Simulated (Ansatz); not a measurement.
**AgBr (Fm-3m): from strained cells to moduli**

```
Ag Br
1.0
     0.00000    2.83770    2.83770
     2.83770    0.00000    2.83770
     2.83770    2.83770    0.00000
Ag Br
1 1
Direct
  0.00000 0.00000 0.00000
  0.50000 0.50000 0.50000
```

Level of theory, where no other is named: PBEsol, all-electron LAPW in Ansatz 0.2.0, scalar-relativistic. k mesh 6×6×6, fixed occupations, basis error target 1 meV/atom. The cell was relaxed by PAW under this functional.

The cell is cubic and carries a residual pressure of 0.00 GPa at this level. Each strain component that symmetry leaves independent is applied at ±0.003, the ions relax wherever a strain frees them, and the stress (tension positive, GPa) is read. Shears are engineering strains, γ = 2ε.

```csv
strain,size,σxx,σyy,σzz,σyz,σxz,σxy
xx,-0.003,-0.2396,-0.1210,-0.1210,0.0000,0.0000,0.0000
xx,+0.003,0.2273,0.1163,0.1163,0.0000,0.0000,0.0000
yz,-0.003,-0.0010,-0.0011,-0.0011,-0.0209,0.0000,0.0000
yz,+0.003,-0.0010,-0.0011,-0.0011,0.0209,0.0000,0.0000
```

A central difference gives one constant, for example C11 ≈ (0.2273 − (-0.2396))/(0.006) = 77.8 GPa; the program then imposes the crystal's symmetry on the whole matrix.

Problem. What are the independent elastic constants?

Solution. C11 = 77.8, C12 = 39.6, C44 = 7.0 GPa.

Problem. Do they meet the Born conditions?

Solution. C11 − C12 = 38.3, C11 + 2C12 = 156.9 and C44 = 7.0 GPa must all be positive, so the crystal is elastically stable; that says nothing yet of its phonons.

Problem. What moduli does a random aggregate of grains have?

Solution. B = (C11 + 2C12)/3 = 52.3 GPa. G_V = (C11 − C12 + 3C44)/5 = 11.8 and G_R = 5(C11 − C12)C44/(4C44 + 3(C11 − C12)) = 9.4, so G_H = 10.6 GPa. Then E = 9BG/(3B + G) = 29.8 GPa, ν = (3B − 2G)/(6B + 2G) = 0.405 and B/G = 4.93, on the ductile side of Pugh's 1.75 (a rule of thumb, made for metals; it doesn't predict ductility here).

Problem. With the density of 6.823 g/cm³, how fast does sound travel, and what Debye temperature follows?

Solution. 

```tsv
direction	slow (m/s)	middle (m/s)	fast (m/s)
[100]	1012	1012	3377
[110]	1012	1675	3102
[111]	1487	1487	3005
```

The mean of v⁻³ over directions and branches gives v_m = 1384 m/s and θ_D = (ħ/k_B) v_m (6π²n)^(1/3) = 145 K, n being atoms per volume. Young's modulus spans 20 to 51 GPa over directions, and the universal anisotropy index is 1.33.

Problem. How far do the constants move if PAW replaces LAPW in the same cell?

Solution. 

```
constant  LAPW (GPa)  PAW (GPa)  difference
     C11        77.8       77.6        -0.2
     C12        39.6       39.7         0.1
     C44         7.0        6.9        -0.1
```

Problem. What happens at 10 GPa (cell relaxed there)?

Solution. The volume falls to 0.8749 of its value, and C11 = 171.4, C12 = 66.4, C44 = 1.9 GPa (slopes of the stress), in this structure whether or not another phase takes over.

Keep in mind: the frozen-core PAW files of the compared runs were fitted under PBE, their cores solved anew for this functional.
